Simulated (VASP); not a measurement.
A VASP 6.6.1 single-point calculation on BN

INCAR

```
PREC = Accurate
IBRION = -1
NSW = 0
NELM = 120
GGA = PE
ISMEAR = -1
LASPH = .TRUE.
EDIFF = 1E-6
LWAVE = .FALSE.
NBANDS = 11
ISIF = 2
LREAL = .FALSE.
ENCUT = 520
SIGMA = 0.02
LCHARG = .FALSE.
```

KPOINTS

```
KPOINTS created by Atomic Simulation Environment
0
Gamma
12 12 12
0 0 0
```

POSCAR

```
B  N
 1.0000000000000000
     0.0139804944000000    1.8007577048000001    1.8007577048000001
     1.8007577048000001    0.0139804944000000    1.8007577048000001
     1.8007577048000001    1.8007577048000001    0.0139804944000000
 B   N
   1   1
Cartesian
  0.0001900886880267  0.0001900886880267  0.0001900886880267
  0.9036838873119736  0.9036838873119736  0.9036838873119736
```

The recommended PBE PAW datasets give the neutral cell 8 valence electrons.

Command

```
mpirun -np 1 vasp_std
```

OSZICAR

```
N       E                     dE             d eps       ncg     rms          rms(c)
DAV:   1     0.102115552579E+02    0.10212E+02   -0.49961E+03  4265   0.729E+02
DAV:   2    -0.179287544398E+02   -0.28140E+02   -0.27378E+02  4941   0.166E+02
DAV:   3    -0.184350069843E+02   -0.50625E+00   -0.50557E+00  4923   0.188E+01
DAV:   4    -0.184355631861E+02   -0.55620E-03   -0.55620E-03  4446   0.712E-01
DAV:   5    -0.184355636832E+02   -0.49705E-06   -0.49700E-06  4737   0.207E-02    0.684E+00
DAV:   6    -0.175275320737E+02    0.90803E+00   -0.29020E+00  4374   0.996E+00    0.335E+00
DAV:   7    -0.174478852581E+02    0.79647E-01   -0.11500E-01  4701   0.277E+00    0.195E+00
DAV:   8    -0.174328702932E+02    0.15015E-01   -0.36568E-02  4675   0.140E+00    0.205E-01
DAV:   9    -0.174330648001E+02   -0.19451E-03   -0.92944E-04  4401   0.261E-01    0.860E-02
DAV:  10    -0.174331491460E+02   -0.84346E-04   -0.11903E-04  4555   0.931E-02    0.153E-02
DAV:  11    -0.174331542156E+02   -0.50696E-05   -0.86510E-06  4728   0.243E-02    0.106E-02
DAV:  12    -0.174331542648E+02   -0.49234E-07   -0.14445E-06  2550   0.838E-03
   1 F= -.17433154E+02 E0= -.17433154E+02  d E =-.957728E-13
```

Standard output (part)

```
POSCAR found type information on POSCAR B N
 POSCAR found :  2 types and       2 ions
 LDA part: xc-table for (Slater+PW92), standard interpolation
 POSCAR, INCAR and KPOINTS ok, starting setup
 WAVECAR not read
 entering main loop
```

From OUTCAR

```
k-points           NKPTS =    189   k-points in BZ     NKDIM =    189   number of bands    NBANDS=     11

   NELECT =       8.0000    total number of electrons

   dimension x,y,z NGX =    20 NGY =   20 NGZ =   20
   dimension x,y,z NGXF=    40 NGYF=   40 NGZF=   40

  energy-cutoff  :      520.00
  volume of cell :       11.54
      direct lattice vectors                 reciprocal lattice vectors
     0.013980494  1.800757705  1.800757705    -0.280915500  0.278751365  0.278751365
     1.800757705  0.013980494  1.800757705     0.278751365 -0.280915500  0.278751365
     1.800757705  1.800757705  0.013980494     0.278751365  0.278751365 -0.280915500

 k-points in reciprocal lattice and weights: KPOINTS created by Atomic Simulation Env
   0.00000000  0.00000000  0.00000000       0.001
   0.08333333 -0.00000000 -0.00000000       0.003
   0.16666667  0.00000000  0.00000000       0.003
   0.25000000 -0.00000000 -0.00000000       0.003
   0.33333333  0.00000000 -0.00000000       0.003
   0.41666667  0.00000000 -0.00000000       0.003
   0.50000000 -0.00000000 -0.00000000       0.002
   0.08333333  0.08333333 -0.00000000       0.003
   ...

 E-fermi :   8.1725

 k-point     1 :       0.0000    0.0000    0.0000
  band No.  band energies     occupation
      1     -12.8064      2.00000
      2       7.6463      2.00000
      3       7.7083      2.00000
      4       7.7083      2.00000
      5      16.3740      0.00000
      6      16.7214      0.00000
      7      16.7214      0.00000
      8      18.4521      0.00000
      9      32.8734      0.00000
     10      35.7397      0.00000
     11      35.7397      0.00000

 k-point     2 :       0.0833   -0.0000   -0.0000
  band No.  band energies     occupation
      1     -12.6331      2.00000
      2       6.7840      2.00000
      3       7.4675      2.00000
      4       7.5179      2.00000
      5      16.6255      0.00000
      6      16.9570      0.00000
      7      17.0051      0.00000
      8      19.0221      0.00000
      9      32.6009      0.00000
     10      33.3980      0.00000
     11      33.5359      0.00000

 k-point     3 :       0.1667    0.0000    0.0000
  band No.  band energies     occupation
      1     -12.1196      2.00000
      2       4.6608      2.00000
      3       7.0161      2.00000
      4       7.0554      2.00000
      5      17.0979      0.00000
      6      17.4776      0.00000
      7      17.6589      0.00000
      8      20.3332      0.00000
      9      31.7123      0.00000
     10      31.9823      0.00000
     11      32.0142      0.00000

 k-point     4 :       0.2500   -0.0000   -0.0000
  band No.  band energies     occupation
      1     -11.2888      2.00000
      2       2.1525      2.00000
      3       6.4987      2.00000
      4       6.5224      2.00000
      5      17.4713      0.00000
      6      18.0647      0.00000
      7      18.2707      0.00000
      8      21.6238      0.00000
      9      31.2296      0.00000
     10      31.4836      0.00000
     11      31.6224      0.00000

 k-point     5 :       0.3333    0.0000   -0.0000
  band No.  band energies     occupation
      1     -10.2027      2.00000
      2      -0.2890      2.00000
      3       6.0599      2.00000
      4       6.0681      2.00000
      5      17.7662      0.00000
      6      18.3763      0.00000
      7      18.5689      0.00000
      8      22.5312      0.00000
      9      31.1763      0.00000
     10      32.1395      0.00000
     11      32.5026      0.00000

 ...

  Total        0.9063255      0.9063255      0.9063255     -0.2684434     -0.2684434     -0.2684434
  in kB      125.8015796    125.8015796    125.8015796    -37.2610170    -37.2610170    -37.2610170
  external PRESSURE =     125.8015796 kB  Pullay stress =       0.0000000 kB

 POSITION                                       TOTAL-FORCE (eV/Angst)
 -----------------------------------------------------------------------------------
      0.00019      0.00019      0.00019         0.010290      0.010290      0.010290
      0.90368      0.90368      0.90368        -0.010290     -0.010290     -0.010290
 -----------------------------------------------------------------------------------
    total drift:                                0.000006      0.000006      0.000006

  FREE ENERGIE OF THE ION-ELECTRON SYSTEM (eV)
  ---------------------------------------------------
  free  energy   TOTEN  =       -17.4331542648 eV

  energy  without entropy=      -17.4331542648  energy(sigma->0) =      -17.43315426
```

It converged. Results: gap between bands v and c on the k mesh 4.46 eV; least direct gap on the k mesh 8.67 eV; pressure 12.6 GPa; largest force 0.02 eV/Å. Band v is the last that the valence electrons fill when counted band by band, and c is the next.

For comparison, a separate PBE run of the intended cell, on usual settings and not on those above, gives a gap of 4.46 eV on its mesh and a pressure of 12.6 GPa.

The run above took about 15 s on one core of a shared host (Intel Xeon Platinum 8488C) and held 0.14 GiB at most.
